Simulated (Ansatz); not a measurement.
# ZrS2 (P-3m1) in Ansatz: relaxation of cell and atoms with revPBE0

Aim: the relaxation of cell and atoms of ZrS2 with revPBE0.

Everything below comes from runs of Ansatz 0.2.0. Logs are shortened: lines on timing, memory, paths and dates and some standing lists are left out, and cuts for length are marked.

## (1) Starting point

Symmetry: P-3m1, No. 164, trigonal system. Conventional cell: a = 3.691 Å, b = 3.691 Å, c = 6.041 Å, α = 90.00°, β = 90.00°, γ = 120.00°. Around Zr (site symmetry -3m) lie 6 S at 2.57 Å. S (site symmetry 3m) is surrounded by 3 Zr at 2.57 Å.

The cell is a database's computed one.

## (2) Relaxation of cell and atoms, revPBE0

The input, input.yaml:

```yaml
crystal:
  lattice:
    - [3.6913825498, 0.0, 0.0]
    - [-1.8456912749, 3.1968310632, 0.0]
    - [0.0, 0.0, 6.04107701]
  atoms:
    - { symbol: Zr, position: [0.0, 0.0, 0.0] }
    - { symbol: S, position: [0.3333333333, 0.6666666667, 0.23790997] }
    - { symbol: S, position: [0.6666666667, 0.3333333333, 0.76209003] }
hamiltonian:
  xc: revpbe0
  pseudopotentials: { kind: paw }
kpoints:
  mp_grid: { grid: [4, 4, 3] }
scf:
  occupations: { method: fermi_dirac, width: 0.05 }
output:
  forces: true
  stress: true
relax:
  f_tol: 0.01
  max_steps: 40
  cell: { stress_tol: 0.05 }
```

Potentials or basis: Ansatz PAW.

Command:

```sh
> ansatz run input.yaml --threads 2 --pin off --max-ram 5632MiB --backend cpu --events-out ev --progress --plain --runs-dir out
```

Output:

```text
Warning: RAYON_NUM_THREADS=2 ignored (pool sized by the plan → 2); use --threads N
Engine: ansatz 0.2.0, aarch64-unknown-linux-gnu
Pseudopotentials: kind: paw
Pseudopotential: Zr, paw, valence charge 12, recommended cutoff 420 eV (normal), Zr.paw.azcp
Pseudopotential: S, paw, valence charge 6, recommended cutoff 420 eV (normal), S.paw.azcp
Functional definition: revPBE0
  parameter a = 0.25
  parameter kappa = 1.245
  parameter beta = 0.06672455060314922
  exchange = (1 - a)*pbe_x(kappa = kappa, mu = beta*pi^2/3) + a*exact_x
  correlation = pbe_c(beta = beta)
Crystal: 3 atoms, lattice volume = 71.289 Å³
Basis set: ecut = 420 eV, 1389 PW (Γ), exchange–correlation on 50×50×90 points (8 copies of the dense FFT grid, shifted against one another)
Bands: 16, of which v1, the nominal top of the filled ones, is band 12 counted from 1 (11 counted from 0)
Symmetry: 12 space group operations
Space group: P-3m1 (ITA 164), of the structure as read, at distance tolerance 4.1e-5 Å
k-points: 9 of 48
Non-local potential: Zr, projectors of the file, l = 0: 3, l = 1: 2, l = 2: 2, l = 3: 2
Non-local potential: S, projectors of the file, l = 0: 2, l = 1: 2, l = 2: 2
PAW form: soft (Blöchl's): semilocal exchange-correlation on the pseudo side does not see the compensation charge
PAW frozen core: Zr, regenerated for the run's functional, and the local potential with it (the file was generated under x = pbe(κ = 0.804, μ = 0.2195149727645171), c = pbe(β = 0.06672455060314922))
PAW frozen core: S, regenerated for the run's functional, and the local potential with it (the file was generated under x = pbe(κ = 0.804, μ = 0.2195149727645171), c = pbe(β = 0.06672455060314922))
PAW one-centre angular grid: Zr, 590 points (default); XC on 64 Gauss nodes
PAW one-centre angular grid: S, 110 points (default); XC on 64 Gauss nodes
Initial density: superposition of atomic densities (neutral atoms: chi_scale 0, normalization atom), corrected by the library's trained network
Initial wavefunctions: pseudopotential atomic-orbital guess
Functional: x = revpbe(κ = 1.245, μ = 0.2195149727645171), c = pbe(β = 0.06672455060314922), warm-up for x = 0.75 revpbe(κ = 1.245, μ = 0.2195149727645171) + 0.25 exact, c = pbe(β = 0.06672455060314922)
SCF iter   1: F=—  HF=-6002.408514 eV  |F-HF|=—  |Δ(HF+E_count)|=         —  Δρ=2.49e-3  dr2=5.08e-3  ethr=1.77e-3  ⟨swp⟩=5.4  Hψ=603  notcnv=0
preconditioner: auto → none  [insulator: Δε(μ)=1.176 eV  Ē_g=7.744 eV  σ=0.050 eV  W_gap=1.00  n_scr=22 (ndim 8)  ℏωp=17.6 eV  f_vac=0.029  D(μ)=0.00/eV (n_scr^D=0)]
SCF iter   2: F=—  HF=-6002.408539 eV  |F-HF|=—  |Δ(HF+E_count)|=   2.51e-5  Δρ=1.19e-3  dr2=1.05e-3  ethr=2.11e-5  ⟨swp⟩=4.0  Hψ=410  notcnv=0  defer=1
SCF iter   3: F=—  HF=-6002.408885 eV  |F-HF|=—  |Δ(HF+E_count)|=   3.46e-4  Δρ=8.03e-4  dr2=9.40e-4  ethr=4.38e-6  ⟨swp⟩=4.1  Hψ=319  notcnv=0  defer=1
iter 4 solved again at ethr=2.29e-7 eV; its pass at ethr=3.92e-6 eV (dr2=5.50e-5 eV) is discarded
SCF iter   4: F=—  HF=-6002.408857 eV  |F-HF|=—  |Δ(HF+E_count)|=   2.80e-5  Δρ=3.29e-4  dr2=5.79e-5  ethr=2.29e-7  ⟨swp⟩=3.0  Hψ=567  notcnv=0
SCF iter   5: F=—  HF=-6002.408922 eV  |F-HF|=—  |Δ(HF+E_count)|=   6.54e-5  Δρ=4.27e-5  dr2=1.29e-6  ethr=2.29e-7  ⟨swp⟩=3.0  Hψ=290  notcnv=0
SCF iter   6: F=—  HF=-6002.408925 eV  |F-HF|=—  |Δ(HF+E_count)|=   2.47e-6  Δρ=1.51e-5  dr2=3.86e-7  ethr=5.36e-9  ⟨swp⟩=4.0  Hψ=335  notcnv=0
SCF iter   7: F=—  HF=-6002.408925 eV  |F-HF|=—  |Δ(HF+E_count)|=   3.09e-8  Δρ=4.08e-6  dr2=2.34e-8  ethr=1.61e-9  ⟨swp⟩=3.0  Hψ=278  notcnv=0
SCF iter   8: F=—  HF=-6002.408925 eV  |F-HF|=—  |Δ(HF+E_count)|=   1.53e-8  Δρ=6.33e-7  dr2=3.62e-10  ethr=9.76e-11  ⟨swp⟩=4.0  Hψ=320  notcnv=0
SCF iter   9: F=—  HF=-6002.408925 eV  |F-HF|=—  |Δ(HF+E_count)|=  3.06e-10  Δρ=1.98e-7  dr2=5.90e-11  ethr=1.51e-12  ⟨swp⟩=3.0  Hψ=344  notcnv=0
SCF iter  10: F=-6002.408925 eV  HF=-6002.408925 eV  |F-HF|=1.82e-12  |Δ(HF+E_count)|=  1.18e-11  Δρ=4.45e-8  dr2=1.35e-12  ethr=1.00e-12  ⟨swp⟩=3.0  Hψ=265  notcnv=0
SCF 1 converged in 10 iterations: F = -6002.408925 eV  dr2 = 1.35e-12
Initial density: handed on by an earlier stage of this run
Initial wavefunctions: those handed on with the density
Functional: x = 0.75 revpbe(κ = 1.245, μ = 0.2195149727645171) + 0.25 exact, c = pbe(β = 0.06672455060314922)
Frozen-core exchange: fock
iter 1 solved again at ethr=4.31e-4 eV; its pass at ethr=1.00e-1 eV (dr2=1.03e-1 eV) is discarded
SCF iter   1: F=—  HF=-6003.768070 eV  |F-HF|=—  |Δ(HF+E_count)|=         —  Δρ=8.11e-3  dr2=1.38e-1  ethr=4.31e-4  ⟨swp⟩=4.0  Hψ=655  notcnv=0
preconditioner: auto → none  [insulator: Δε(μ)=2.850 eV  Ē_g=10.197 eV  σ=0.050 eV  W_gap=1.00  n_scr=22 (ndim 8)  ℏωp=17.6 eV  f_vac=0.032  D(μ)=0.00/eV (n_scr^D=0)]
SCF iter   2: F=—  HF=-6003.745437 eV  |F-HF|=—  |Δ(HF+E_count)|=   2.26e-2  Δρ=5.41e-3  dr2=7.50e-2  ethr=4.31e-4  ⟨swp⟩=4.0  Hψ=438  notcnv=0
SCF iter   3: F=—  HF=-6003.729496 eV  |F-HF|=—  |Δ(HF+E_count)|=   1.59e-2  Δρ=1.61e-3  dr2=4.32e-3  ethr=2.60e-4  ⟨swp⟩=3.0  Hψ=368  notcnv=0
SCF iter   4: F=—  HF=-6003.745226 eV  |F-HF|=—  |Δ(HF+E_count)|=   1.57e-2  Δρ=1.43e-3  dr2=2.62e-3  ethr=5.94e-6  ⟨swp⟩=4.0  Hψ=393  notcnv=0
SCF iter   5: F=—  HF=-6003.744479 eV  |F-HF|=—  |Δ(HF+E_count)|=   7.47e-4  Δρ=3.04e-4  dr2=1.27e-4  ethr=5.94e-6  ⟨swp⟩=3.6  Hψ=305  notcnv=0
SCF iter   6: F=—  HF=-6003.744992 eV  |F-HF|=—  |Δ(HF+E_count)|=   5.13e-4  Δρ=2.34e-4  dr2=4.27e-5  ethr=1.52e-7  ⟨swp⟩=4.0  Hψ=394  notcnv=0
SCF iter   7: F=-6003.744982 eV  HF=-6003.744982 eV  |F-HF|=4.02e-8  |Δ(HF+E_count)|=   1.06e-5  Δρ=2.49e-5  dr2=3.90e-6  ethr=1.52e-7  ⟨swp⟩=3.0  Hψ=291  notcnv=0
SCF 2 stopped early in 7 iterations: F = -6003.744982 eV  dr2 = 3.90e-6
  Residual-converged pass: ⟨swp⟩=4.0  Hψ=430  notcnv=0  max |occ|·‖R‖ = 6.5e-6 eV (tolerance 6.7e-6 eV)  dr2=3.93e-6  dr2_onsite=1.82e-8  max |Δocc| = 4.4e-16
hybrid outer 1: dexx = +1.974e-2 eV, tail = 1.95e-5 eV
Frozen-core exchange: fock
[... 328 lines left out ...]
SCF iter   2: F=—  HF=-6003.683578 eV  |F-HF|=—  |Δ(HF+E_count)|=   1.53e-2  Δρ=2.85e-3  dr2=3.47e-2  ethr=2.98e-4  ⟨swp⟩=3.9  Hψ=393  notcnv=0  defer=1
iter 3 solved again at ethr=2.18e-6 eV; its pass at ethr=1.15e-4 eV (dr2=5.24e-4 eV) is discarded
SCF iter   3: F=—  HF=-6003.676542 eV  |F-HF|=—  |Δ(HF+E_count)|=   7.04e-3  Δρ=6.33e-4  dr2=1.76e-2  ethr=2.18e-6  ⟨swp⟩=3.0  Hψ=621  notcnv=0
SCF iter   4: F=—  HF=-6003.813751 eV  |F-HF|=—  |Δ(HF+E_count)|=   1.37e-1  Δρ=3.23e-3  dr2=3.63e-2  ethr=2.18e-6  ⟨swp⟩=5.6  Hψ=581  notcnv=0
SCF iter   5: F=—  HF=-6003.802733 eV  |F-HF|=—  |Δ(HF+E_count)|=   1.10e-2  Δρ=6.00e-4  dr2=6.65e-4  ethr=2.18e-6  ⟨swp⟩=4.7  Hψ=468  notcnv=0
SCF iter   6: F=—  HF=-6003.804505 eV  |F-HF|=—  |Δ(HF+E_count)|=   1.77e-3  Δρ=3.86e-4  dr2=4.26e-4  ethr=1.74e-6  ⟨swp⟩=3.9  Hψ=343  notcnv=0  defer=1
SCF iter   7: F=-6003.804369 eV  HF=-6003.804369 eV  |F-HF|=9.65e-8  |Δ(HF+E_count)|=   1.36e-4  Δρ=3.14e-5  dr2=1.45e-5  ethr=1.72e-6  ⟨swp⟩=3.0  Hψ=309  notcnv=0
SCF 30 stopped early in 7 iterations: F = -6003.804369 eV  dr2 = 1.45e-5
  Residual-converged pass: ⟨swp⟩=5.0  Hψ=508  notcnv=0  max |occ|·‖R‖ = 5.6e-6 eV (tolerance 6.7e-6 eV)  dr2=1.44e-5  dr2_onsite=2.68e-8  max |Δocc| = 4.8e-17
hybrid outer 1: dexx = +1.415e-1 eV, tail = 1.22e-4 eV
Frozen-core exchange: fock
[... 171 lines left out ...]
SCF iter   3: F=—  HF=-6003.806564 eV  |F-HF|=—  |Δ(HF+E_count)|=   1.29e-5  Δρ=4.15e-6  dr2=3.16e-8  ethr=1.14e-10  ⟨swp⟩=2.0  Hψ=609  notcnv=0
SCF iter   4: F=—  HF=-6003.806564 eV  |F-HF|=—  |Δ(HF+E_count)|=   3.32e-7  Δρ=2.65e-6  dr2=2.61e-9  ethr=1.14e-10  ⟨swp⟩=4.9  Hψ=455  notcnv=0  defer=22
SCF iter   5: F=—  HF=-6003.806564 eV  |F-HF|=—  |Δ(HF+E_count)|=   4.37e-9  Δρ=6.81e-7  dr2=1.41e-10  ethr=1.09e-11  ⟨swp⟩=4.3  Hψ=366  notcnv=0  defer=16
SCF iter   6: F=-6003.806562 eV  HF=-6003.806564 eV  |F-HF|=2.54e-6  |Δ(HF+E_count)|=  1.74e-10  Δρ=1.42e-7  dr2=1.75e-11  ethr=1.00e-12  ⟨swp⟩=3.0  Hψ=272  notcnv=0
SCF 45 converged in 6 iterations: F = -6003.806562 eV  dr2 = 1.75e-11
  Residual-converged pass: ⟨swp⟩=5.0  Hψ=516  notcnv=0  max |occ|·‖R‖ = 9.3e-9 eV (tolerance 1.0e-8 eV)  dr2=2.00e-11  dr2_onsite=8.36e-13  max |Δocc| = 2.1e-21
hybrid outer 1: dexx = +7.917e-6 eV, tail = 7.92e-6 eV
Frozen-core exchange: fock
SCF iter   1: F=—  HF=-6003.806569 eV  |F-HF|=—  |Δ(HF+E_count)|=         —  Δρ=2.93e-6  dr2=2.10e-9  ethr=2.41e-9  ⟨swp⟩=11.0  Hψ=558  notcnv=0
preconditioner: auto → none  [insulator: Δε(μ)=2.854 eV  Ē_g=9.959 eV  σ=0.050 eV  W_gap=1.00  n_scr=22 (ndim 8)  ℏωp=15.4 eV  f_vac=0.265  D(μ)=0.00/eV (n_scr^D=0)]
SCF iter   2: F=—  HF=-6003.806569 eV  |F-HF|=—  |Δ(HF+E_count)|=   4.48e-9  Δρ=7.84e-7  dr2=1.85e-10  ethr=8.29e-12  ⟨swp⟩=3.0  Hψ=318  notcnv=0
SCF iter   3: F=-6003.806569 eV  HF=-6003.806569 eV  |F-HF|=3.75e-10  |Δ(HF+E_count)|=   5.98e-9  Δρ=2.35e-7  dr2=2.27e-11  ethr=1.00e-12  ⟨swp⟩=3.7  Hψ=351  notcnv=0
SCF 46 converged in 3 iterations: F = -6003.806569 eV  dr2 = 2.27e-11
  Residual-converged pass: ⟨swp⟩=5.0  Hψ=490  notcnv=0  max |occ|·‖R‖ = 8.8e-9 eV (tolerance 1.0e-8 eV)  dr2=2.35e-11  dr2_onsite=1.64e-12  max |Δocc| = 3.3e-17
hybrid outer 2: dexx = +1.607e-9 eV, tail = 8.60e-11 eV, Δε = 1.13e-4 eV (about 2.44e-6 eV left of the loop's levels), ΔF = 1.79e-4 eV/Å (tail 7.16e-4)
relax step  15: F+E_penalty+E_count = -6003.80656929 eV  Δ(F+E_penalty+E_count) = -1.665e-3 eV  max|allowed force component| = 2.164e-3 eV/Å  Δτ_max = 0.0000 Å  P = +0.024 GPa  Ω = 93.191 Å³  stress off target by 2.69e-2 GPa  SCF on the basis re-selected at this cell (its energy is not comparable with the rows above)  (9 SCF iters)
basis re-selected at this cell: Δ(F+E_penalty+E_count) = -1.665e-3 eV, ΔP = -0.001 GPa vs the last step (what re-selecting the basis moved, of the pressure what is left beyond the Pulay correction that the steps carried, after the strain that the cell walked since its last selection, with what the two solves' SCF thresholds leave and, on support functions, any second-order correction that the steps lacked; it is no measure of the basis error at this ecutwfc). The dense FFT grid was sized anew with the basis: this SCF ran on 25×25×54 points, the steps before it on 25×25×48, so part of this shift can come from that change (see relax.cell in the input reference). This SCF's stress stands 2.69e-2 GPa from its target on what of the cell is left free (relax.cell.stress_tol is 5.00e-2 GPa) and its largest allowed force component is 2.16e-3 eV/Å (relax.f_tol is 1.00e-2 eV/Å): within both
hybrid SCF converged: 2 outer / 9 inner (+0 warm-up), last move |dexx| = 1.61e-9 eV, tail = 8.60e-11 eV
Stability not checked: this state was not tested for a lower state beside it, because the functional holds exact exchange (a hybrid, or Hartree-Fock), whose exchange loop this test does not read (fock_operator; see scf.lower_state_search)
Free energy (F): -6003.806569 eV
Frozen-core exchange: fock
Harris-Foulkes:  -6003.806569 eV  (|F-HF|=3.75e-10)
Internal energy: -6003.806569 eV  (E = F + TS)
E sigma→0 (E₀):  -6003.806569 eV
Fermi energy:    3.831714 eV
--- Per-component energies (eV) ---
  E_band       = -299.947938
  E_kinetic    = 544.535537
  E_local      = -2289.964490  (includes V_loc(G=0)·N_el)
  E_nonlocal   = 131.319551
  E_hartree    = 906.705724
  E_xc         = -275.399753
  E_vxc        = -283.257584  (∫ρ·V_xc dr)
  E_exx        = -63.970277  (= α·E_x^exact, valence–valence)
  E_paw        = -4181.349430  (= ΣΔE_a)
  E_vpaw       = -88.051933  (= ΣTr[D̂ρ^β])
  E_aug_tail   = 0.000026  (compensation charges beyond the density's cutoff)
  E_ewald      = -775.038817
  E_core_change = -0.644641  (= ΣΔE_core)
  E_smearing   = -0.000000  (= −TS)
  E_closure    = -0.000000  (closes the sum)
  Σ components = -6003.806569   (vs F -6003.806569, Δ=0.00e0)
--- Forces (eV/Å), atoms counted from 1 ---
  atom   1  Zr     0.00000000     0.00000000     0.00000000
  atom   2  S     -0.00000000     0.00000000    -0.00216394
  atom   3  S      0.00000000    -0.00000000     0.00216394
  max |Σ_I F_I| component: 1.85e-17 eV/Å
--- Stress (GPa, compression-positive) ---
        0.026911       0.000000       0.000000
        0.000000       0.026911      -0.000000
        0.000000      -0.000000       0.016707
  P = ⅓ Tr σ = 0.0235 GPa (0.235 kbar)
--- Band table (eV; the first three rows and the last of 9) ---
  k-point 0: bands = ["-49.9915", "-26.6415", "-26.4678", "-26.4678", "-11.2886", "-9.9559", "-1.6377", "-0.5779", "-0.5779", "1.7694", "2.4117", "2.4117", "5.7622", "5.7622"]
  k-point 1: bands = ["-49.9915", "-26.6415", "-26.4678", "-26.4678", "-11.2848", "-9.9626", "-1.5773", "-0.5776", "-0.5776", "1.6080", "2.4101", "2.4101", "5.7618", "5.7618"]
  k-point 2: bands = ["-49.9818", "-26.6167", "-26.6068", "-26.4995", "-10.7000", "-10.0535", "-1.2221", "-0.8845", "-0.2863", "0.0449", "1.5008", "2.0621", "5.6439", "7.0236"]
  k-point 8: bands = ["-49.9722", "-26.6964", "-26.5902", "-26.5792", "-10.1080", "-10.0699", "-1.4578", "-1.0480", "-0.2648", "0.2334", "0.3152", "1.3021", "6.4090", "6.9764"]
  guard bands above this table: 2 of the run's 16 bands. The solve was not asked for them (output.publish_guard_bands: true or output.eigenvalues: true publishes all)
--- Relaxed structure (13 steps of the walk, 13 accepted, 2 SCFs on fresh bases) ---
  F+E_penalty+E_count = -6003.80656929 eV   max|allowed force component| = 2.164e-3 eV/Å   (the final SCF, on the basis selected at the relaxed cell)
  cell:  # Å, volume = 93.1915 Å³
    - [3.7052748517805254, 0.0, 1.1316160665373485e-32]
    - [-1.8526374258902627, 3.208862149645556, -6.054043266404703e-33]
    - [1.8519293818762008e-32, -7.4825429570754535e-34, 7.837990123896542]
  atoms:
    - { symbol: Zr, position: [3.2102664256329424e-34, -4.717097549457536e-34, -3.828728934934969e-19] }
    - { symbol: S, position: [0.3333333333333333, 0.6666666666666666, 0.18220928273019402] }
    - { symbol: S, position: [0.6666666666666665, 0.3333333333333333, 0.8177907172698061] }
```

It took 2.5 min on 2 threads of Arm Neoverse V2, shared host; peak memory 1 GiB.

Results:

```yaml
Free_energy: -6003.8066 eV
Relaxed_volume: 31.06 Å³/atom
Relaxed_cell: a = 3.705 Å, b = 3.705 Å, c = 7.838 Å, α = 90.00°, β = 90.00°, γ = 120.00°
Space_group_after_relaxing_to_0.05_Å: P-3m1 (No. 164)
Energy_gained_by_relaxing: 20.5 meV/atom
Ionic_steps: 15
Pressure_after_relaxing: 0.0 GPa
Band_gap_on_the_k_mesh: 2.85 eV, indirect (least direct gap 3.35 eV)
```

Forces on the atoms (eV/Å):
```
Zr   0.000  0.000  0.000
S    0.000  0.000 -0.002
S    0.000  0.000  0.002
```

Step by step:
```tsv
step	energy change (eV)	largest force (eV/Å)	volume (Å³)
1	0.0000	0.1353	71.29
2	-0.0056	0.3842	76.78
3	-0.0318	0.0440	76.63
4	-0.0421	0.0365	78.44
5	-0.0491	0.0098	81.83
6	-0.0501	0.0421	83.82
7	-0.0503	0.0213	84.63
8	-0.0504	0.0040	84.42
9	-0.0564	0.0059	84.42
10	-0.0584	0.0116	86.62
11	-0.0598	0.0371	90.01
12	-0.0600	0.0021	90.64
13	-0.0600	0.0147	92.93
14	-0.0599	0.0014	93.19
15	-0.0616	0.0022	93.19
```

Final structure:
```
Zr S
1.0
     3.70527    0.00000    0.00000
    -1.85264    3.20886    0.00000
     0.00000    0.00000    7.83799
Zr S
1 2
Cartesian
  0.0000 0.0000 0.0000
  0.0000 2.1392 1.4282
  1.8526 1.0696 6.4098
```

Caveat: the k mesh is coarse (spacing up to 0.49 Å⁻¹), so the values aren't converged; the volume moved by over 15 % at a fixed basis, so the end points are rough; odd divisions of the mesh miss points on the zone boundary, where band edges often lie, so the gap on the mesh can be too wide; the plane-wave basis is chosen anew once the cell has moved, so the energies of steps on either side of that aren't comparable; the PAW data sets come from PBE, with cores solved anew for the run's functional, which leaves a small shift of forces and pressure.
